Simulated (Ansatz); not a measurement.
An Ansatz input:

```yaml
crystal:
  lattice:
    - [1.8778599134, 1.0841829265, 2.1547277986]
    - [-1.8778599134, 1.0841829265, 2.1547277986]
    - [0.0, -2.168365853, 2.1547277985]
  atoms:
    - { symbol: Hg, position: [0.0, 1.0, 1.0] }
hamiltonian:
  xc: r2scan0
  pseudopotentials:
    kind: paw
    azcp:
      Hg: "pseudopotentials/Hg.paw.azcp"
basis:
  ecutwfc: 500
  fft_grid_basis: typed
kpoints:
  mp_grid: { grid: [6, 6, 6], shift: [0, 0, 0] }
magnetization:
  spin_polarized: false
scf:
  occupations: { method: fermi_dirac, width: 0.1 }
```

and its output:

```
Engine: ansatz 0.2.0, x86_64-unknown-linux-gnu
Pseudopotentials: kind: paw
Pseudopotential: Hg, paw, valence charge 20, recommended cutoff 500 eV (meta_gga) 
Functional definition: r2SCAN0
  parameter a = 0.25
  parameter k0 = 0.174
  parameter k1 = 0.065
  parameter a1 = 4.9479
  exchange = (1 - a)*r2scan_x(k0 = k0, k1 = k1, a1 = a1) + a*exact_x
  correlation = r2scan_c
Crystal: 1 atoms, lattice volume = 26.321 Å³
Basis set: ecut = 500 eV, 667 PW (Γ), exchange–correlation on 96×96×96 points (64 copies of the dense FFT grid, shifted against one another)
Bands: 14, of which v1, the nominal top of the filled ones, is band 10 counted from 1 (9 counted from 0)
Symmetry: 12 space group operations
Space group: R-3m (ITA 166), of the structure as read, at distance tolerance 3.0e-5 Å
k-points: 32 of 216
Non-local potential: Hg, projectors of the file, l = 0: 3, l = 1: 2, l = 2: 2, l = 3: 1
PAW form: soft (Blöchl's): semilocal exchange-correlation on the pseudo side does not see the compensation charge
PAW frozen core: Hg, regenerated for the run's functional, and the local potential with it (the file was generated under x = pbe(κ = 0.804, μ = 0.2195149727645171), c = pbe(β = 0.06672455060314922))
PAW one-centre angular grid: Hg, 590 points (default); XC on 160 Gauss nodes
Initial density: superposition of atomic densities (neutral atoms: chi_scale 0, normalization atom), corrected by the library's trained network
Initial wavefunctions: pseudopotential atomic-orbital guess
Functional: x = r2scan, c = r2scan; τ floored in thin density (d = 2e-4 eV/Å³), warm-up for x = 0.75 r2scan + 0.25 exact, c = r2scan; τ floored in thin density (d = 2e-4 eV/Å³)
SCF iter   1: F=—  HF=-13827.842252 eV  |F-HF|=—  |Δ(HF+E_count)|=         —  Δρ=6.96e-3  dr2=8.96e-3  dr2_τ=4.30e-3  ethr=1.77e-3  ⟨swp⟩=9.0  Hψ=2039  notcnv=0
iter 2 solved again at ethr=4.08e-6 eV; its pass at ethr=4.48e-5 eV (dr2=8.17e-4 eV) is discarded
SCF iter   2: F=—  HF=-13827.840421 eV  |F-HF|=—  |Δ(HF+E_count)|=   1.83e-3  Δρ=3.44e-3  dr2=8.30e-4  dr2_τ=4.94e-4  ethr=4.08e-6  ⟨swp⟩=2.0  Hψ=1779  notcnv=0
SCF iter   3: F=—  HF=-13827.840249 eV  |F-HF|=—  |Δ(HF+E_count)|=   1.73e-4  Δρ=1.37e-3  dr2=1.39e-4  dr2_τ=1.17e-5  ethr=4.08e-6  ⟨swp⟩=2.5  Hψ=795  notcnv=0
SCF iter   4: F=—  HF=-13827.840215 eV  |F-HF|=—  |Δ(HF+E_count)|=   3.33e-5  Δρ=8.22e-5  dr2=5.50e-7  dr2_τ=3.04e-7  ethr=6.96e-7  ⟨swp⟩=2.7  Hψ=805  notcnv=0
SCF iter   5: F=—  HF=-13827.840216 eV  |F-HF|=—  |Δ(HF+E_count)|=   5.82e-7  Δρ=7.57e-6  dr2=7.22e-9  dr2_τ=8.44e-9  ethr=2.75e-9  ⟨swp⟩=3.0  Hψ=971  notcnv=0
SCF iter   6: F=-13827.840216 eV  HF=-13827.840216 eV  |F-HF|=8.95e-10  |Δ(HF+E_count)|=   1.10e-8  Δρ=2.39e-6  dr2=7.82e-10  dr2_τ=1.59e-10  ethr=3.61e-11  ⟨swp⟩=3.0  Hψ=939  notcnv=0
SCF 1 converged in 6 iterations: F = -13827.840216 eV  dr2 = 7.82e-10
Initial density: handed on by an earlier stage of this run
Initial wavefunctions: those handed on with the density
Functional: x = 0.75 r2scan + 0.25 exact, c = r2scan; τ floored in thin density (d = 2e-4 eV/Å³)
Frozen-core exchange: fock
iter 1 solved again at ethr=3.86e-5 eV; its pass at ethr=1.00e-1 eV (dr2=7.72e-3 eV) is discarded
SCF iter   1: F=—  HF=-13825.046956 eV  |F-HF|=—  |Δ(HF+E_count)|=         —  Δρ=6.30e-3  dr2=7.82e-3  dr2_τ=8.82e-4  ethr=3.86e-5  ⟨swp⟩=3.9  Hψ=1969  notcnv=0
SCF iter   2: F=—  HF=-13825.047199 eV  |F-HF|=—  |Δ(HF+E_count)|=   2.43e-4  Δρ=2.89e-3  dr2=6.02e-4  dr2_τ=3.58e-4  ethr=3.67e-5  ⟨swp⟩=3.0  Hψ=826  notcnv=0
SCF iter   3: F=—  HF=-13825.047392 eV  |F-HF|=—  |Δ(HF+E_count)|=   1.93e-4  Δρ=1.17e-3  dr2=1.32e-4  dr2_τ=2.12e-5  ethr=2.91e-6  ⟨swp⟩=3.0  Hψ=971  notcnv=0
SCF iter   4: F=—  HF=-13825.047380 eV  |F-HF|=—  |Δ(HF+E_count)|=   1.20e-5  Δρ=4.63e-4  dr2=4.23e-5  dr2_τ=4.53e-6  ethr=6.51e-7  ⟨swp⟩=3.0  Hψ=1061  notcnv=0
SCF iter   5: F=—  HF=-13825.047370 eV  |F-HF|=—  |Δ(HF+E_count)|=   9.69e-6  Δρ=1.47e-4  dr2=4.37e-6  dr2_τ=4.32e-7  ethr=2.10e-7  ⟨swp⟩=3.0  Hψ=950  notcnv=0
SCF iter   6: F=-13825.047369 eV  HF=-13825.047369 eV  |F-HF|=5.22e-8  |Δ(HF+E_count)|=   7.58e-7  Δρ=2.32e-5  dr2=8.57e-8  dr2_τ=1.52e-8  ethr=2.17e-8  ⟨swp⟩=3.2  Hψ=1048  notcnv=0
SCF 2 converged in 6 iterations: F = -13825.047369 eV  dr2 = 8.57e-8
hybrid outer 1: dexx = +3.343e-3 eV, tail = 9.98e-6 eV
Frozen-core exchange: fock
SCF iter   1: F=—  HF=-13825.047413 eV  |F-HF|=—  |Δ(HF+E_count)|=         —  Δρ=7.13e-5  dr2=5.41e-7  dr2_τ=6.44e-7  ethr=2.49e-7  ⟨swp⟩=3.9  Hψ=1207  notcnv=0
SCF iter   2: F=-13825.047413 eV  HF=-13825.047413 eV  |F-HF|=2.76e-8  |Δ(HF+E_count)|=   1.36e-7  Δρ=3.26e-5  dr2=6.54e-8  dr2_τ=2.55e-8  ethr=2.67e-9  ⟨swp⟩=2.8  Hψ=822  notcnv=0  defer=2
SCF 3 converged in 2 iterations: F = -13825.047413 eV  dr2 = 6.54e-8
hybrid outer 2: dexx = +1.457e-7 eV, tail = 2.08e-7 eV, Δε = 5.61e-4 eV (about 8.20e-5 eV left of the loop's levels)
hybrid SCF converged: 2 outer / 8 inner (+6 warm-up), last move |dexx| = 1.46e-7 eV, tail = 2.08e-7 eV
Stability not checked: this state was not tested for a lower state beside it, because the functional holds exact exchange (a hybrid, or Hartree-Fock), whose exchange loop this test does not read (fock_operator; see scf.lower_state_search)
Free energy (F): -13825.047413 eV
Frozen-core exchange: fock
Harris-Foulkes:  -13825.047413 eV  (|F-HF|=2.76e-8)
Internal energy: -13825.043898 eV  (E = F + TS)
E sigma→0 (E₀):  -13825.045655 eV
Entropy (-TS):   -0.003515 eV (-3.515 meV/atom)
Fermi energy:    12.844172 eV
--- Per-component energies (eV) ---
  E_band       = -498.403203
  E_kinetic    = 604.756072
  E_local      = -2722.967997  (includes V_loc(G=0)·N_el)
  E_nonlocal   = 75.361585
  E_hartree    = 1165.357848
  E_xc         = -161.363823
  E_vxc        = -222.126900  (∫ρ·V_xc dr)
  E_exx        = -85.853907  (= α·E_x^exact, valence–valence)
  E_paw        = -9930.082147  (= ΣΔE_a)
  E_vpaw       = -406.906554  (= ΣTr[D̂ρ^β])
  E_aug_tail   = 0.000375  (compensation charges beyond the density's cutoff)
  E_vtau       = 14.477276  (kinetic-family band-sum trace: ∫τ·v_τ [+ j·A + Jᵃ·Aᵃ] dr)
  E_ewald      = -2768.317785
  E_core_change = -1.934118  (= ΣΔE_core)
  E_smearing   = -0.003515  (= −TS)
  E_closure    = -0.000000  (closes the sum)
  Σ components = -13825.047413   (vs F -13825.047413, Δ=0.00e0)
--- Band table (eV; the first three rows and the last of 32) ---
  k-point 0: bands = ["-109.2864", "-55.9694", "-55.9679", "-55.9679", "2.6402", "2.8873", "2.8873", "4.5548", "4.5548", "4.5627", "24.9630", "25.0863"]
  k-point 1: bands = ["-109.2861", "-55.9804", "-55.9680", "-55.9671", "2.8649", "2.9180", "3.5344", "4.4462", "4.5172", "4.5583", "21.0001", "25.3989"]
  k-point 2: bands = ["-109.2856", "-56.0045", "-55.9665", "-55.9655", "2.9151", "2.9465", "4.2796", "4.5031", "4.5397", "5.9609", "15.5352", "25.8957"]
  k-point 31: bands = ["-109.2827", "-56.0342", "-55.9952", "-55.9952", "2.9394", "3.3942", "3.3942", "5.2601", "5.2601", "14.2616", "15.7177", "21.3655"]
  guard bands above this table: 2 of the run's 14 bands. The solve was not asked for them (output.publish_guard_bands: true or output.eigenvalues: true publishes all)
```
